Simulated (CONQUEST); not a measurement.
Sn:

```xyz
4
Lattice="4.5726 0.0000 0.0000 0.0000 4.5726 0.0000 0.0000 0.0000 6.4667" Properties=species:S:1:pos:R:3 pbc="T T T"
Sn    0.0000    2.2863    1.6167
Sn    2.2863    0.0000    4.8500
Sn    0.0000    0.0000    3.2333
Sn    2.2863    2.2863    0.0000
```

This isn't the form of Sn at room conditions, which is tetragonal (white tin).

| Quantity | Value |
| --- | --- |
| Program | CONQUEST 1.3 |
| Task | single point |
| Functional | PBE |
| Potentials or basis | PseudoDojo NC PBE, SZ, grid cutoff 120 Ha |
| k mesh | 6 × 6 × 4 |
| Occupations | fermi-dirac, width 0.05 eV |
| Spin | no spin polarisation |

On this cell: pressure 6.1 GPa; largest force zero by symmetry; band gap on the k mesh none (metal or under the smearing width).

The same run follows on a disturbed copy (atoms moved at random, drawn with an rms of 0.05 Å):

```xyz
4
Lattice="4.5726 0.0000 0.0000 0.0000 4.5726 0.0000 0.0000 0.0000 6.4667" Properties=species:S:1:pos:R:3 pbc="T T T"
Sn    0.0812    2.2687    1.6501
Sn    2.3675    4.5550    4.8835
Sn    0.0084    4.5399    3.2452
Sn    2.2948    2.2536    0.0119
```

Task: What changes?

Result: The energy (extrapolated to zero smearing) moves by +15.6 meV/atom; pressure 6.1 GPa; largest force 0.792 eV/Å; band gap on the k mesh 0.22 eV.

Forces on the atoms (eV/Å):
```
Sn  -0.754 -0.169 -0.159
Sn  -0.754 -0.169 -0.159
Sn   0.754  0.179  0.165
Sn   0.754  0.179  0.165
```

Caveats: the atomic basis is small; the basis of atomic orbitals isn't converged, which shifts pressures, moduli and gaps; the real-space grid breaks the cell's symmetry a little (some runs); spin-orbit coupling is left out, which moves the levels of the heavy elements (some runs).

A k mesh can miss the band edges.
